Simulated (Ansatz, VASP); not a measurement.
# ReB2: VASP beside Ansatz, part 2 of 2

Wanted: the spread between two codes on one cell, functional and k mesh.

VASP 6.6.1 and Ansatz 0.2.0.

So far: The structure; Ansatz: relaxation of cell and atoms, r2SCAN with rVV10.

## (3) VASP: relaxation of cell and atoms, r2SCAN with rVV10

Level of this step: r2SCAN with rVV10; plane waves and PAW (Re, B) (VASP).

The same cell, functional, mesh and smearing now go to VASP, with its own data sets and cutoff.

Lines of VASP's logs that name or quote its potential files are left out, and so is its time.

Input file INCAR:

```
SYSTEM = ReB2
PREC = Accurate
ENCUT = 520
EDIFF = 1E-06
NELM = 100
ISMEAR = -1
SIGMA = 0.05
LREAL = .FALSE.
ALGO = Normal
METAGGA = R2SCAN
LUSE_VDW = .TRUE.
IVDW_NL = 2
BPARAM = 11.95
CPARAM = 0.0093
LASPH = .TRUE.
NBANDS = 19
LORBIT = 11
LWAVE = .FALSE.
LCHARG = .FALSE.
KPAR = 4
IBRION = 2
NSW = 60
ISIF = 3
EDIFFG = -0.01
```

Input file POSCAR:

```
ReB2
1.0
    2.9000000000      0.0000000000      0.0000000000
   -1.4500000000      2.5114736710      0.0000000000
    0.0000000000      0.0000000000      7.4780000000
Re B
2 4
Direct
    0.3333333333      0.6666666667      0.2500000000
    0.6666666667      0.3333333333      0.7500000000
    0.3333333333      0.6666666667      0.5480000000
    0.6666666667      0.3333333333      0.0480000000
    0.3333333333      0.6666666667      0.9520000000
    0.6666666667      0.3333333333      0.4520000000
```

Input file KPOINTS:

```
Automatic mesh
0
Gamma
9 9 3
0 0 0
```

PAW data sets: Re and B (PBE family, release 64).

The run is started by

```
mpirun -np 4 vasp_std
```

Numbers of over 12 decimals in the logs are rounded to 6 here.

Output:

```text
[banner, memory and clock lines left out]
running    4 mpi-ranks, on    1 nodes
 distrk:  each k-point on    1 cores,    4 groups
 distr:  one band on    1 cores,    1 groups

 POSCAR found type information on POSCAR ReB
 POSCAR found :  2 types and       6 ions
|                                                                             |
|               ----> ADVICE to this user running VASP <----                  |
|                                                                             |
|     You have switched on vdW-DFT.                                           |
|     This routine was written and supplied by Jiri Klimes. We recommend      |
|     that you carefully read and cite the following publications:            |
|       J. Klimes, D.R. Bowler, A. Michelides                                 |
|          J. Phys.: Cond Matt. 22 022201 (2010)                              |
|       J. Klimes, D.R. Bowler, A. Michelides                                 |
|          Phys. Rev. B. 83, 195131 (2011)                                    |
|     and references therein.                                                 |
|                                                                             |

|                                                                             |
|               ----> ADVICE to this user running VASP <----                  |
|                                                                             |
|     You enforced a specific xc type in the INCAR file but a different       |
|     [... a line on the potential file left out ...]
|     I HOPE YOU KNOW WHAT YOU ARE DOING!                                     |
|                                                                             |

 LDA part: xc-table for (None), standard interpolation
 POSCAR, INCAR and KPOINTS ok, starting setup
 FFT: planning ... GRIDC
 FFT: planning ... GRID_SOFT
 FFT: planning ... GRID
 WAVECAR not read
 entering main loop
       N       E                     dE             d eps       ncg     rms          rms(c)
Total rVV10 correction in eV:      0.2846825    35.8663179
Total rVV10 correction in eV:      0.2846825    35.8663179
Total rVV10 correction in eV:      0.2846825    35.8663179
Total rVV10 correction in eV:      0.2846825    35.8663179
DAV:   1    -0.429874043867E+01   -0.42987E+01   -0.13069E+04  1768   0.161E+03
DAV:   2    -0.135095979521E+03   -0.13080E+03   -0.12233E+03  1726   0.437E+02
DAV:   3    -0.144008234337E+03   -0.89123E+01   -0.83228E+01  1642   0.184E+02
DAV:   4    -0.144249597852E+03   -0.24136E+00   -0.23709E+00  1664   0.156E+01
DAV:   5    -0.144254754510E+03   -0.51567E-02   -0.51074E-02  1672   0.231E+00    0.585E+01
Total rVV10 correction in eV:      0.2660317    35.8663178
Total rVV10 correction in eV:      0.2660317    35.8663178
Total rVV10 correction in eV:      0.2660317    35.8663178
Total rVV10 correction in eV:      0.2660317    35.8663178
DAV:   6    -0.136733636492E+03    0.75211E+01   -0.29686E+01  1792   0.975E+01    0.106E+01
Total rVV10 correction in eV:      0.2660878    35.8663177
Total rVV10 correction in eV:      0.2660878    35.8663177
Total rVV10 correction in eV:      0.2660878    35.8663177
Total rVV10 correction in eV:      0.2660878    35.8663177
DAV:   7    -0.136666331844E+03    0.67305E-01   -0.20483E+00  1752   0.278E+01    0.129E+01
Total rVV10 correction in eV:      0.2650986    35.8663177
Total rVV10 correction in eV:      0.2650986    35.8663177
Total rVV10 correction in eV:      0.2650986    35.8663177
Total rVV10 correction in eV:      0.2650986    35.8663177
DAV:   8    -0.136627565278E+03    0.38767E-01   -0.18733E-01  1712   0.429E+00    0.932E-01
Total rVV10 correction in eV:      0.2650747    35.8663177
Total rVV10 correction in eV:      0.2650747    35.8663177
Total rVV10 correction in eV:      0.2650747    35.8663177
Total rVV10 correction in eV:      0.2650747    35.8663177
DAV:   9    -0.136621399211E+03    0.61661E-02   -0.89511E-03  1576   0.150E+00    0.524E-01
Total rVV10 correction in eV:      0.2652922    35.8663177
Total rVV10 correction in eV:      0.2652922    35.8663177
Total rVV10 correction in eV:      0.2652922    35.8663177
Total rVV10 correction in eV:      0.2652922    35.8663177
DAV:  10    -0.136621202378E+03    0.19683E-03   -0.83392E-04  1664   0.686E-01    0.310E-02
Total rVV10 correction in eV:      0.2653416    35.8663177
Total rVV10 correction in eV:      0.2653416    35.8663177
Total rVV10 correction in eV:      0.2653416    35.8663177
Total rVV10 correction in eV:      0.2653416    35.8663177
DAV:  11    -0.136621217121E+03   -0.14744E-04   -0.57981E-05  1424   0.646E-02    0.156E-02
Total rVV10 correction in eV:      0.2653924    35.8663177
[...]
Total rVV10 correction in eV:      0.2653950    35.8663177
Total rVV10 correction in eV:      0.2653950    35.8663177
   1 F= -.13662122E+03 E0= -.13661524E+03  d E =-.136621E+03
[...]
2 F= -.13662119E+03 E0= -.13661550E+03  d E =0.279294E-04
[...]
3 F= -.13662167E+03 E0= -.13661583E+03  d E =-.449507E-03
[...]
4 F= -.13662176E+03 E0= -.13661604E+03  d E =-.920034E-04
 trial-energy change:   -0.000092  1 .order   -0.000083   -0.000420    0.000255
 step:   0.5761(harm=  0.5589)  dis= 0.00134  next Energy=  -136.621804 (dE=-0.137E-03)
 bond charge predicted
       N       E                     dE             d eps       ncg     rms          rms(c)
Total rVV10 correction in eV:      0.2653670    35.8663177
Total rVV10 correction in eV:      0.2653670    35.8663177
Total rVV10 correction in eV:      0.2653670    35.8663177
Total rVV10 correction in eV:      0.2653670    35.8663177
DAV:   1    -0.136621826385E+03   -0.67479E-04   -0.31441E-03  1407   0.156E+00    0.106E-01
Total rVV10 correction in eV:      0.2654299    35.8663177
Total rVV10 correction in eV:      0.2654299    35.8663177
Total rVV10 correction in eV:      0.2654299    35.8663177
Total rVV10 correction in eV:      0.2654299    35.8663177
DAV:   2    -0.136621807909E+03    0.18477E-04   -0.11281E-04  1695   0.235E-01    0.878E-03
Total rVV10 correction in eV:      0.2654469    35.8663177
Total rVV10 correction in eV:      0.2654469    35.8663177
Total rVV10 correction in eV:      0.2654469    35.8663177
Total rVV10 correction in eV:      0.2654469    35.8663177
DAV:   3    -0.136621805985E+03    0.19243E-05   -0.21432E-06   879   0.249E-02    0.173E-02
Total rVV10 correction in eV:      0.2654668    35.8663177
Total rVV10 correction in eV:      0.2654668    35.8663177
Total rVV10 correction in eV:      0.2654668    35.8663177
Total rVV10 correction in eV:      0.2654668    35.8663177
DAV:   4    -0.136621804663E+03    0.13215E-05   -0.80644E-07   633   0.331E-02    0.111E-02
Total rVV10 correction in eV:      0.2654763    35.8663177
Total rVV10 correction in eV:      0.2654763    35.8663177
Total rVV10 correction in eV:      0.2654763    35.8663177
Total rVV10 correction in eV:      0.2654763    35.8663177
DAV:   5    -0.136621804389E+03    0.27367E-06   -0.15592E-06   787   0.192E-02
Total rVV10 correction in eV:      0.2654742    35.8663177
Total rVV10 correction in eV:      0.2654742    35.8663177
Total rVV10 correction in eV:      0.2654742    35.8663177
Total rVV10 correction in eV:      0.2654742    35.8663177
Total rVV10 correction in eV:      0.2654733    35.8663177
Total rVV10 correction in eV:      0.2654733    35.8663177
Total rVV10 correction in eV:      0.2654733    35.8663177
Total rVV10 correction in eV:      0.2654733    35.8663177
   5 F= -.13662180E+03 E0= -.13661605E+03  d E =-.137330E-03
 curvature:  -0.34 expect dE=-0.161E-05 dE for cont linesearch -0.137E-06
 trial: gam= 0.00000 g(F)=  0.158E-06 g(S)=  0.454E-05 ort =-0.152E-04 (trialstep = 0.834E+00)
 search vector abs. value=  0.469E-05
 reached required accuracy - stopping structural energy minimisation
```

From OUTCAR (step 3):

```text
ion  position               nearest neighbor table
   1  0.333  0.667  0.250-   3 2.23   5 2.23   4 2.26   6 2.26   4 2.26   6 2.26   4 2.26   6 2.26

  LATTYP: Found a hexagonal cell.
 ALAT       =     2.9000000000
 C/A-ratio  =     2.5786206897

 Subroutine GETGRP returns: Found 24 space group operations
 (whereof 12 operations were pure point group operations)

The static configuration has the point symmetry D_3d.
 The point group associated with its full space group is D_6h.

 Found     24 irreducible k-points:

   k-points           NKPTS =     24   k-points in BZ     NKDIM =     24   number of bands    NBANDS=     19

   dimension x,y,z NGX =    24 NGY =   24 NGZ =   56
   dimension x,y,z NGXF=    48 NGYF=   48 NGZF=  112

   ENCUT  =  520.0 eV  38.22 Ry    6.18 a.u.   5.39  5.39 13.90*2*pi/ulx,y,z

   NELECT =      26.0000    total number of electrons

 k-points in reciprocal lattice and weights: Automatic mesh
   0.00000000  0.00000000  0.00000000       0.004
   0.11111111  0.00000000  0.00000000       0.025
   0.22222222  0.00000000  0.00000000       0.025
   0.33333333  0.00000000  0.00000000       0.025
   0.44444444  0.00000000  0.00000000       0.025
   0.11111111  0.11111111  0.00000000       0.025
   0.22222222  0.11111111  0.00000000       0.049
   0.33333333  0.11111111  0.00000000       0.049
   0.44444444  0.11111111  0.00000000       0.025
[...]
0.33333333  0.22222222  0.33333333       0.099
   0.33333333  0.33333333  0.33333333       0.016

 average (electrostatic) potential at core
       1 -44.9758       2 -44.9758       3 -25.6996       4 -25.6996       5 -25.6996
       6 -25.6996

 E-fermi :   7.9878

 k-point     1 :       0.0000    0.0000    0.0000
  band No.  band energies     occupation
    ...
      8       5.1992      2.00000
      9       5.5330      2.00000
     10       5.5330      2.00000
     11       5.7267      2.00000
     12       5.7267      2.00000
     13       8.1160      0.14311
     14       8.1160      0.14311
     15      10.5119      0.00000
     16      10.5119      0.00000
     17      12.2006      0.00000
    ...

 k-point     2 :       0.1111    0.0000    0.0000
  band No.  band energies     occupation
    ...
     10       5.4090      2.00000
     11       5.6727      2.00000
     12       5.9657      2.00000
     13       7.3524      1.99999
     14       7.9712      1.16453
     15       9.9627      0.00000
     16      10.1536      0.00000
     17      12.9258      0.00000
     18      13.3186      0.00000
     19      13.4499      0.00000

 k-point     3 :       0.2222    0.0000    0.0000
  band No.  band energies     occupation
    ...
     10       4.9357      2.00000
     11       5.8875      2.00000
     12       6.2829      2.00000
     13       7.1449      2.00000
     14       7.5834      1.99939
     15       9.2350      0.00000
     16       9.7170      0.00000
     17      13.2749      0.00000
     18      13.3552      0.00000
     19      14.3692      0.00000

  Total        0.0145119      0.0145119      0.0119606      0.0000000     -0.0000000      0.0000000
  in kB        0.4266966      0.4266966      0.3516788      0.0000000     -0.0000000      0.0000000
  external PRESSURE =       0.4016907 kB  Pullay stress =       0.0000000 kB

  energy-cutoff  :      520.00
  volume of cell :       54.49
      direct lattice vectors                 reciprocal lattice vectors
     2.898924470 -0.000000000 -0.000000000     0.344955521  0.199160163 -0.000000000
    -1.449462235  2.510542235  0.000000000     0.000000000  0.398320325 -0.000000000
     0.000000000  0.000000000  7.487063113     0.000000000 -0.000000000  0.133563720

 POSITION                                       TOTAL-FORCE (eV/Angst)
 -----------------------------------------------------------------------------------
     -0.00000      1.67369      1.87177         0.000000     -0.000000     -0.000000
      1.44946      0.83685      5.61530         0.000000      0.000000     -0.000000
     -0.00000      1.67369      4.10005        -0.000000     -0.000000     -0.000905
      1.44946      0.83685      0.35651        -0.000000     -0.000000     -0.000905
     -0.00000      1.67369      7.13055         0.000000      0.000000      0.000905
      1.44946      0.83685      3.38702         0.000000      0.000000      0.000905
 -----------------------------------------------------------------------------------
    total drift:                               -0.000000      0.000000     -0.000000

  FREE ENERGIE OF THE ION-ELECTRON SYSTEM (eV)
  ---------------------------------------------------
  free  energy   TOTEN  =      -136.6218043895 eV

  energy  without entropy=     -136.6102856491  energy(sigma->0) =     -136.61604502

 reached required accuracy - stopping structural energy minimisation

 total charge
# of ion       s       p       d       tot
------------------------------------------
    1        0.567   0.797   5.022   6.387
    2        0.567   0.797   5.022   6.387
    3        0.697   1.273   0.000   1.969
    4        0.697   1.273   0.000   1.969
    5        0.697   1.273   0.000   1.969
    6        0.697   1.273   0.000   1.969
--------------------------------------------------
tot          3.920   6.685  10.045  20.650

[... 3 further parts left out ...]
```

CONTCAR:

```
ReB2
   1.00000000000000
     2.8989244698290437   -0.0000000000000000   -0.0000000000000000
    -1.4494622349145219    2.5105422345493875    0.0000000000000000
     0.0000000000000000    0.0000000000000000    7.4870631126460010
  Re              B
     2     4
Direct
     0.3333333332999970    0.6666666667000030    0.2500000000000000
     0.6666666667000030    0.3333333332999970    0.7500000000000000
     0.3333333332999970    0.6666666667000030    0.5476174215348059
     0.6666666667000030    0.3333333332999970    0.0476174215348059
     0.3333333332999970    0.6666666667000030    0.9523825784651941
     0.6666666667000030    0.3333333332999970    0.4523825784651941
```

The data set Re keeps the semicore shell frozen, which is cheaper and a little less accurate.

## (4) Differences

Known differences besides the potentials themselves: VASP keeps PBE cores, Ansatz makes them for the functional; both relaxations stop at a tolerance, which leaves soft axes loose, and VASP keeps its plane-wave basis; the data sets hold 42 valence electrons in Ansatz (default PAW (the set named soft_2) files) and 26 in VASP; the cutoff is 500 eV in Ansatz and 520 eV in VASP; Ansatz adds a Pulay correction to the stress that steers its cell, VASP none. Total energies have different zeros and are not compared.

Compared:

| quantity | Ansatz | VASP | difference |
| --- | --- | --- | --- |
| volume (Å³) | 54.17 | 54.49 | -0.59 % |
| edge a after relaxation, in the typed setting (Å) | 2.893 | 2.899 | -0.19 % |
| edge c after relaxation, in the typed setting (Å) | 7.471 | 7.487 | -0.22 % |

The walks stopped with 0.00 GPa left in Ansatz and 0.04 GPa in VASP; each walk ends within a tolerance, so the volume difference is uncertain by about these residues over the bulk modulus, most in soft cells.

## (5) Summary of results

```json
{
  "difference in volume (relaxation of cell and atoms, r2SCAN with rVV10)": "-0.59 %"
}
```

**Reading.** The difference in volume is -0.59 % (relaxation of cell and atoms, r2SCAN with rVV10), within the 1.2 % picked in this series as the mark of a large difference, as far as the stopping tolerances let one tell. How closely two codes agree says nothing of how well the functional describes the real material.

[Lines on the potential files, build, host, timing and source positions are cut from VASP's logs without a mark.]

[Logs are printed without paths, hosts, clocks, repeated set-up lines and the standing remarks that a program may print on its own settings, such as how far it seeks lower states.]

[Hosts, paths, dates, database ids (printed as entryN), source tags and the programs' standing remarks are cut or masked in the printed files.]
